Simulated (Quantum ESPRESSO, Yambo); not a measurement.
**A GW run on CaO (Lime) in Yambo, with inputs changed**

What do changed inputs do to GW on CaO (Lime)?

Main program and level: Yambo 5.3.0; PBE and many-body steps on it, plane waves.

### 1. The starting structure

The structure is cubic, space group Fm-3m (No. 225). The conventional cell has a = 4.813 Å, b = 4.813 Å, c = 4.813 Å, α = 90.00°, β = 90.00°, γ = 90.00°. Nearest to Ca lie 6 O at 2.41 Å. Nearest to O lie 6 Ca at 2.41 Å. Farther neighbours and most contacts between anions are not listed.

Structure file:

```cif
data_structure
_symmetry_space_group_name_H-M 'Fm-3m'
_symmetry_Int_Tables_number 225
_cell_length_a 4.8130
_cell_length_b 4.8130
_cell_length_c 4.8130
_cell_angle_alpha 90.000
_cell_angle_beta 90.000
_cell_angle_gamma 90.000
_cell_volume 111.49
loop_
_atom_site_label
_atom_site_type_symbol
_atom_site_symmetry_multiplicity
_atom_site_Wyckoff_symbol
_atom_site_fract_x
_atom_site_fract_y
_atom_site_fract_z
_atom_site_occupancy
Ca1 Ca 4 a 0.00000 0.00000 0.00000 1
O1 O 4 b 0.50000 0.00000 0.00000 1
```

The cell and positions come from the Crystallography Open Database and are kept as given unless a step says otherwise.

### 2. Base

This step: Yambo 5.3.0; G0W0 on PBE, plane waves, norm-conserving pseudopotentials.

Now the one-shot GW correction: screening in the RPA, then the self-energy of the levels asked for.

gw1.in

```
HF_and_locXC
gw0
dyson
ppa
em1d
rim_cut
RandQpts= 1000000
RandGvec= 1 RL
EXXRLvcs= 72 Ry
VXCRLvcs= 288 Ry
Chimod= "HARTREE"
% BndsRnXp
 1 | 76 |
%
NGsBlkXp= 13 Ry
% LongDrXp
 1 | 1 | 1 |
%
% GbndRnge
 1 | 76 |
%
DysSolver= "n"
ExtendOut
PPAPntXp= 27.21138 eV
% QPkrange
 1 | 1 | 7 | 10 |
 21 | 21 | 7 | 10 |
%
```

Started as:

```
OMP_NUM_THREADS=1 mpirun -n 4 yambo -F gw1.in -J gw1 -C gw1 > gw1.log
```

Output:

```text
 Yambo, version 5.3.0

 [02] CORE Variables Setup
 =========================

  [... cell, symmetries and grids as in the set-up ...]

  [02.05] Energies & Occupations
  ==============================

  [X] === General ===
  [X] Electronic Temperature                        :  0.000000  0.000000 [eV K]
  [X] Bosonic    Temperature                        :  0.000000  0.000000 [eV K]
  [X] Finite Temperature mode                       : no
  [X] El. density                                   :  0.57403E+24 [cm-3]
  [X] Fermi Level                                   :  7.745084 [eV]

  [X] === Gaps and Widths ===
  [X] Conduction Band Min                           :  3.662475 [eV]
  [X] Valence Band Max                              :  0.000000 [eV]
  [X] Filled Bands                                  :   8
  [X] Empty Bands                                   :    9   76
  [X] Direct Gap                                    :  4.036914 [eV]
  [X] Direct Gap localized at k                     :  21
  [X] Indirect Gap                                  :  3.662475 [eV]
  [X] Indirect Gap between kpts                     :   1  21
  [X] Last valence band width                       :  1.179441 [eV]
  [X] 1st conduction band width                     :  3.369635 [eV]

 [03] Transferred momenta grid and indexing
 ==========================================

 IBZ Q-points                                      :  29
 BZ  Q-points                                      :   512

 K/Q-points units:
 rlu = crystal or reduced units; cc = cartesian coordinates; iku = interal k-units

 Q [ 1]         [rlu]:  0.000000  0.000000  0.000000
 Q [ 2]         [rlu]:  0.36619E-18  0.36619E-18  0.12500
 Q [ 3]         [rlu]: -0.69343E-17 -0.69343E-17  0.25000
 Q [ 4]         [rlu]: -0.12791E-17 -0.12791E-17  0.37500
 Q [ 5]         [rlu]:  0.13869E-16  0.13869E-16 -0.50000
 Q [ 6]         [rlu]: -0.11483E-16  0.12500      0.12500
 Q [ 7]         [rlu]: -0.10406E-16  0.12500      0.25000
 Q [ 8]         [rlu]: -0.27023E-16  0.12500      0.37500
 Q [ 9]         [rlu]: -0.16613E-16  0.12500      0.50000
 Q [10]         [rlu]:  0.13869E-16  0.12500     -0.37500
     [... 17 further rows ...]
 Q [28]         [rlu]:  0.125000 -0.500000 -0.375000
 Q [29]         [rlu]:  0.250000 -0.500000 -0.250000

 [04] Coloumb potential Random Integration (RIM)
 ===============================================

  [04.01] RIM initialization
  ==========================

  * Diagonal components only detected *

  8 x (sBL volume)        :  0.020605 [a.u.]
  sBZ random points       :  1000000
  Points outside the sBZ  :   7987327
  RL volume               :  1.318729 [a.u.]
  Integrated volume       :  1.320821 [a.u.]

  [04.02] RIM integrals
  =====================

  Gamma point sphere radius             :  0.049729 [a.u.]
  Points outside the sphere             :   799513
  [Int_sBZ(q=0) 1/q^2]*(Vol_sBZ)^(-1/3) =:  7.764325
                                 should be <:  7.795600

  Summary of Coulomb integrals for non-metallic bands |Q|[au] RIM/Bare

  Q [1] 0.100000E-4 0.995988 * Q [2] 0.149567 1.066424
  Q [6] 0.172705 1.064810 * Q [12] 0.244242 1.027165
  Q [7] 0.286399 1.020494 * Q [3] 0.299134 1.018189
  Q [13] 0.345410 1.014680 * Q [11] 0.376402 1.012010
  Q [22] 0.386180 1.011726 * Q [8] 0.423039 1.009934
  Q [14] 0.448701 1.009099 * Q [4] 0.448701 1.008982
[...]
Q [27] 0.622697 1.005345 * Q [24] 0.646203 1.005083
  Q [26] 0.663287 1.004958 * Q [21] 0.690820 1.004787
  Q [28] 0.712081 1.004608 * Q [20] 0.732726 1.004277
  Q [29] 0.772361 1.004157

 [05] Dipoles
 ============

  [05.01] Setup: observables and procedures
  =========================================

 [06] Dynamic Dielectric Matrix (PPA)
 ====================================

 [WR./gw1//ndb.pp]---------------------------------------------------------------
  Brillouin Zone Q/K grids (IBZ/BZ)                :    29   512    29   512
  RL vectors                                       :  2637 [WF]
  Coulomb cutoff potential                         : none
  Electronic Temperature                           :  0.000000 [K]
  Bosonic    Temperature                           :  0.000000 [K]
  PPA    diel. fun.  energies                      : Perdew, Burke & Ernzerhof(X)+Perdew, Burke & Ernzerhof(C)
  wavefunctions                                    : Perdew, Burke & Ernzerhof(X)+Perdew, Burke & Ernzerhof(C)
  Global Gauge                                     : length
  X matrix size                                    :  181
  X band range                                     :    1   76
  X e/h energy range                               : -1.000000 -1.000000 [eV]
  X Time ordering                                  : R
  X Hxc Kernel                                     : HARTREE
  X Drude frequency                                :  0.000000  0.000000
  X poles                                          :  100.0000 [o/o]
  RL vectors in the sum                            :  2637
  [r,Vnl] included                                 : yes
  Field direction                                  :  0.577350E-5  0.577350E-5  0.577350E-5
  BZ energy Double Grid                            : no
  BZ energy DbGd points                            : 0
  BZ Q point size factor                           : -1.000000
  X Optical Averaged directions                    : none

 [07] Local Exchange-Correlation + Non-Local Fock
 ================================================

 [VXC] Plane waves :  15593
 [EXS] Plane waves :  1989

 QP @ state[ 1 ] K range:  1  1
 QP @ state[ 1 ] b range:   7  10
 QP @ state[ 2 ] K range:  21  21
 QP @ state[ 2 ] b range:   7  10

 [xc] Functional : Perdew, Burke & Ernzerhof(X)+Perdew, Burke & Ernzerhof(C)
 [xc] LIBXC used to calculate xc functional
  PP Number of Atomic Species                      :  2
  NLCC RL compoments                               :  15593
  PP Number of Atomic Species                      :  2
  NLCC RL compoments                               :  15593

 [xc] E_xc :  -8.750644 [Ha]
      E_xc :  -17.50129 [Ry]

  Local XC kind (lXC) : Perdew, Burke & Ernzerhof(X)+Perdew, Burke & Ernzerhof(C)
  Non-Local XC kind (nlXC) : Hartree-Fock

  Corrections @ K [1] :  [eV]
 <7|nlXC|7> = -24.60216 -0.85488E-17 <7|lXC|7> = -19.38753  0.37152E-20
 <8|nlXC|8> = -24.60215  0.38627E-17 <8|lXC|8> = -19.38753 -0.22017E-21
 <9|nlXC|9> = -6.476042 -0.78785E-18 <9|lXC|9> = -10.89268  0.59883E-19
 <10|nlXC|10> = -7.017064  0.26902E-18 <10|lXC|10> = -13.89978 -0.18878E-15

  Corrections @ K [21] :  [eV]
 <7|nlXC|7> = -24.29055 -0.19916E-17 <7|lXC|7> = -18.91582  0.11803E-16
 <8|nlXC|8> = -24.29055  0.22371E-16 <8|lXC|8> = -18.91582  0.94421E-16
 <9|nlXC|9> = -5.929537 -0.85666E-18 <9|lXC|9> = -11.42990 -0.28333E-15
 <10|nlXC|10> = -8.848404  0.66044E-18 <10|lXC|10> = -16.11197 -0.18882E-15

 [08] Dyson equation: Newton solver
 ==================================

  [08.01] G0W0 (W PPA)
  ====================

  [  GW  ] Bands range     :    1   76
  [GW/PPA] G damping       :  0.100000 [eV]

  QP @ state[ 1 ] K range:  1  1
  QP @ state[ 1 ] b range:   7  10
  QP @ state[ 2 ] K range:  21  21
  QP @ state[ 2 ] b range:   7  10

   Sc/G bands                                       :    1   76
   Sc/G damping                                     :  0.100000 ev
   Sc bands terminator                              : no
   Sx RL components                                 :  1989

   QP @ state[ 1 ] K range                          :  1  1
   QP @ state[ 1 ] b range                          :   7  10
   QP @ state[ 2 ] K range                          :  21  21
   QP @ state[ 2 ] b range                          :   7  10
   GF energies kind                                 : Perdew, Burke & Ernzerhof(X)+Perdew, Burke & Ernzerhof(C)
   GF WF`s kind                                     : Perdew, Burke & Ernzerhof(X)+Perdew, Burke & Ernzerhof(C)
   Xs energies kind                                 : Perdew, Burke & Ernzerhof(X)+Perdew, Burke & Ernzerhof(C)
   Xs WF`s kind                                     : Perdew, Burke & Ernzerhof(X)+Perdew, Burke & Ernzerhof(C)

 [11] Game Over & Game summary
```

Elapsed: 5.8 min, on 4 MPI ranks of Arm Neoverse V1, shared host; peak memory 1.6 GiB; 23 min of CPU time.

This step gave:

```
G0W0 gap on the points computed              : 5.743 eV
starting gap on the mesh                     : 3.662 eV
k of the valence top                         : 0, 0, 0
k of the conduction bottom                   : 0, -0.5, -0.5
least direct G0W0 gap on the computed points : 6.104 eV
Z at the valence top                         : 0.7833
Z at the conduction bottom                   : 0.8507
```

The gap on the mesh goes from 3.66 eV to 5.74 eV, a correction of +2.08 eV.

### 3. Scissors in G

gw3.in, as its differences from gw1.in of step 2:

```diff
@@ -28 +28,4 @@
 %
+% GfnQP_E
+ 0.5 | 1.0 | 1.0 |
+%
```

Started as:

```
OMP_NUM_THREADS=1 mpirun -n 4 yambo -F gw3.in -J gw3,gw1_W -C gw3 > gw3.log
```

Output:

```text
 Yambo, version 5.3.0

 [02] CORE Variables Setup
 =========================

  [... cell, symmetries and grids as in the set-up ...]

  [02.05] Energies & Occupations
  ==============================

  [X] === General ===
  [X] Electronic Temperature                        :  0.000000  0.000000 [eV K]
  [X] Bosonic    Temperature                        :  0.000000  0.000000 [eV K]
  [X] Finite Temperature mode                       : no
  [X] El. density                                   :  0.57403E+24 [cm-3]
  [X] Fermi Level                                   :  7.745084 [eV]

  [X] === Gaps and Widths ===
  [X] Conduction Band Min                           :  3.662475 [eV]
  [X] Valence Band Max                              :  0.000000 [eV]
  [X] Filled Bands                                  :   8
  [X] Empty Bands                                   :    9   76
  [X] Direct Gap                                    :  4.036914 [eV]
  [X] Direct Gap localized at k                     :  21
  [X] Indirect Gap                                  :  3.662475 [eV]
  [X] Indirect Gap between kpts                     :   1  21
  [X] Last valence band width                       :  1.179441 [eV]
  [X] 1st conduction band width                     :  3.369635 [eV]

 [03] Transferred momenta grid and indexing
 ==========================================

 IBZ Q-points                                      :  29
 BZ  Q-points                                      :   512

 K/Q-points units:
 rlu = crystal or reduced units; cc = cartesian coordinates; iku = interal k-units

 Q [ 1]         [rlu]:  0.000000  0.000000  0.000000
 Q [ 2]         [rlu]:  0.36619E-18  0.36619E-18  0.12500
 Q [ 3]         [rlu]: -0.69343E-17 -0.69343E-17  0.25000
[...]
[G+QP] Indirect Gap between kpts                  :   1  21
  [G+QP] Last valence band width                    :  1.179441 [eV]
  [G+QP] 1st conduction band width                  :  3.369635 [eV]

  [coarse-grid] Minimum Bare Gap        [ev]:  3.662475
  [coarse-grid] Minimum Gap Correction  [ev]:  0.500000

  Eqp @ K [ 1]
   -37.6736     -18.4340     -18.4340     -18.4340     -15.4643    -0.117515E-7 -0.313640E-8   0.00000
    5.21454   6.72765   6.72765   6.72765   8.21797   8.21797  15.49701  22.86333
  Eqp @ K [ 2]
  -37.65907 -18.63605 -18.44183 -18.44183 -15.25207  -0.52748  -0.20625  -0.20625
[...]
Eqp @ K [ 3]
[...]
Eqp @ K [ 8]
[...]
Eqp @ K [ 9]
[...]
[... 10 further rows ...]
    4.98657   8.75038   8.78237   9.88019   9.99947  12.81348  14.04061  16.61770
    6.80924   6.80924   8.86149  10.00228  10.43773  14.36199  14.59781  14.59781

 [06] Dipoles
 ============

  [06.01] Setup: observables and procedures
  =========================================

 [07] Dynamic Dielectric Matrix (PPA)
 ====================================

   Sc/G bands                                       :    1   76
   Sc/G damping                                     :  0.100000 ev
   Sc bands terminator                              : no
   Sx RL components                                 :  1989

   QP @ state[ 1 ] K range                          :  1  1
   QP @ state[ 1 ] b range                          :   7  10
   QP @ state[ 2 ] K range                          :  21  21
   QP @ state[ 2 ] b range                          :   7  10
   GF energies kind                                 : Perdew, Burke & Ernzerhof(X)+Perdew, Burke & Ernzerhof(C)+ user defined corrections @E
   GF WF`s kind                                     : Perdew, Burke & Ernzerhof(X)+Perdew, Burke & Ernzerhof(C)
   Xs energies kind                                 : Perdew, Burke & Ernzerhof(X)+Perdew, Burke & Ernzerhof(C)
   Xs WF`s kind                                     : Perdew, Burke & Ernzerhof(X)+Perdew, Burke & Ernzerhof(C)

 [12] Game Over & Game summary
```

Wall time 1.7 min (4 MPI ranks); peak memory 1.6 GiB.

This step gave:

```yaml
g0w0_gap_on_the_points_computed: 5.798 eV
starting_gap_on_the_mesh: 3.662 eV
k_of_the_valence_top: 0, 0, 0
k_of_the_conduction_bottom: 0, -0.5, -0.5
least_direct_g0w0_gap_on_the_computed_points: 6.156 eV
z_at_the_valence_top: 0.7839
z_at_the_conduction_bottom: 0.8545
```

The program's own table gives 5.871 eV, which is too large where the input levels are shifted: this version takes Σc at the unshifted level E₀, yet steps from the shifted one. The value above is the Newton step from E₀, E₀ + Z(Σc + Σx − Vxc), rebuilt from the printed columns.

### 4. Pole fitted at another frequency

gw4.in, as its differences from gw3.in of step 3:

```diff
@@ -23,3 +23,3 @@
 ExtendOut
-PPAPntXp= 27.21138 eV
+PPAPntXp= 50 eV
 % QPkrange
@@ -28,4 +28 @@
 %
-% GfnQP_E
- 0.5 | 1.0 | 1.0 |
-%
```

Started as:

```
OMP_NUM_THREADS=1 mpirun -n 4 yambo -F gw4.in -J gw4 -C gw4 > gw4.log
```

Output:

```text
 Yambo, version 5.3.0

 [02] CORE Variables Setup
 =========================

  [... cell, symmetries and grids as in the set-up ...]

  [02.05] Energies & Occupations
  ==============================

  [X] === General ===
  [X] Electronic Temperature                        :  0.000000  0.000000 [eV K]
  [X] Bosonic    Temperature                        :  0.000000  0.000000 [eV K]
  [X] Finite Temperature mode                       : no
  [X] El. density                                   :  0.57403E+24 [cm-3]
[...]
QP @ state[ 1 ] b range                          :   7  10
   QP @ state[ 2 ] K range                          :  21  21
   QP @ state[ 2 ] b range                          :   7  10
   GF energies kind                                 : Perdew, Burke & Ernzerhof(X)+Perdew, Burke & Ernzerhof(C)
   GF WF`s kind                                     : Perdew, Burke & Ernzerhof(X)+Perdew, Burke & Ernzerhof(C)
   Xs energies kind                                 : Perdew, Burke & Ernzerhof(X)+Perdew, Burke & Ernzerhof(C)
   Xs WF`s kind                                     : Perdew, Burke & Ernzerhof(X)+Perdew, Burke & Ernzerhof(C)

 [11] Game Over & Game summary
```

The job ended after 6 min (4 MPI ranks; peak memory 1.6 GiB).

This step gave:

```yaml
g0w0_gap_on_the_points_computed: 5.765 eV
starting_gap_on_the_mesh: 3.662 eV
k_of_the_valence_top: 0, 0, 0
k_of_the_conduction_bottom: 0, -0.5, -0.5
least_direct_g0w0_gap_on_the_computed_points: 6.111 eV
```

Against G0W0 in Yambo (8×8×8 mesh, 76 bands, screening to 176.9 eV, Godby-Needs plasmon pole), the gap moves by +0.022 eV.

### 5. No random integration

gw5.in, as its differences from gw4.in of step 4:

```diff
@@ -6,3 +6,3 @@
 rim_cut
-RandQpts= 1000000
+RandQpts= 0
 RandGvec= 1 RL
@@ -23,3 +23,3 @@
 ExtendOut
-PPAPntXp= 50 eV
+PPAPntXp= 27.21138 eV
 % QPkrange
```

Started as:

```
OMP_NUM_THREADS=1 mpirun -n 4 yambo -F gw5.in -J gw5,gw1_W -C gw5 > gw5.log
```

Output:

```text
 Yambo, version 5.3.0

 [02] CORE Variables Setup
 =========================

  [... cell, symmetries and grids as in the set-up ...]

  [02.05] Energies & Occupations
  ==============================

  [X] === General ===
  [X] Electronic Temperature                        :  0.000000  0.000000 [eV K]
  [X] Bosonic    Temperature                        :  0.000000  0.000000 [eV K]
  [X] Finite Temperature mode                       : no
  [X] El. density                                   :  0.57403E+24 [cm-3]
  [X] Fermi Level                                   :  7.745084 [eV]

  [X] === Gaps and Widths ===
  [X] Conduction Band Min                           :  3.662475 [eV]
  [X] Valence Band Max                              :  0.000000 [eV]
  [X] Filled Bands                                  :   8
  [X] Empty Bands                                   :    9   76
  [X] Direct Gap                                    :  4.036914 [eV]
  [X] Direct Gap localized at k                     :  21
  [X] Indirect Gap                                  :  3.662475 [eV]
  [X] Indirect Gap between kpts                     :   1  21
  [X] Last valence band width                       :  1.179441 [eV]
  [X] 1st conduction band width                     :  3.369635 [eV]

 [03] Transferred momenta grid and indexing
 ==========================================

 IBZ Q-points                                      :  29
 BZ  Q-points                                      :   512

 K/Q-points units:
 rlu = crystal or reduced units; cc = cartesian coordinates; iku = interal k-units

 Q [ 1]         [rlu]:  0.000000  0.000000  0.000000
 Q [ 2]         [rlu]:  0.36619E-18  0.36619E-18  0.12500
 Q [ 3]         [rlu]: -0.69343E-17 -0.69343E-17  0.25000
[...]
Q [ 8]         [rlu]: -0.27023E-16  0.12500      0.37500
 Q [ 9]         [rlu]: -0.16613E-16  0.12500      0.50000
 Q [10]         [rlu]:  0.13869E-16  0.12500     -0.37500
     [... 17 further rows ...]
 Q [28]         [rlu]:  0.125000 -0.500000 -0.375000
 Q [29]         [rlu]:  0.250000 -0.500000 -0.250000

 [04] Dipoles
 ============

  [04.01] Setup: observables and procedures
  =========================================

 [05] Dynamic Dielectric Matrix (PPA)
 ====================================

   Sc/G bands                                       :    1   76
   Sc/G damping                                     :  0.100000 ev
   Sc bands terminator                              : no
   Sx RL components                                 :  1989

   QP @ state[ 1 ] K range                          :  1  1
   QP @ state[ 1 ] b range                          :   7  10
   QP @ state[ 2 ] K range                          :  21  21
   QP @ state[ 2 ] b range                          :   7  10
   GF energies kind                                 : Perdew, Burke & Ernzerhof(X)+Perdew, Burke & Ernzerhof(C)
   GF WF`s kind                                     : Perdew, Burke & Ernzerhof(X)+Perdew, Burke & Ernzerhof(C)
   Xs energies kind                                 : Perdew, Burke & Ernzerhof(X)+Perdew, Burke & Ernzerhof(C)
   Xs WF`s kind                                     : Perdew, Burke & Ernzerhof(X)+Perdew, Burke & Ernzerhof(C)

 [10] Game Over & Game summary
```

It took 1.7 min on 4 MPI ranks; peak memory 1.6 GiB.

This step gave:

* G0W0 gap on the points computed: 5.696 eV
* starting gap on the mesh: 3.662 eV
* k of the valence top: 0, 0, 0
* k of the conduction bottom: 0, -0.5, -0.5
* least direct G0W0 gap on the computed points: 6.057 eV
* Z at the valence top: 0.7857
* Z at the conduction bottom: 0.8535

(Part 1 of 2 ends here.)

[Paths, hosts, dates, memory and timing lines, banners, echoed tables and standing remarks are left out of the program output.]

[Logs are printed without paths, hosts, clocks, repeated set-up lines and the standing remarks that a program may print on its own settings, such as how far it seeks lower states.]

[Runs of the session that timed out or met a known fault of the program may be left out.]

[Hosts, paths, dates, database ids (printed as entryN), source tags and the programs' standing remarks are cut or masked in the printed files.]
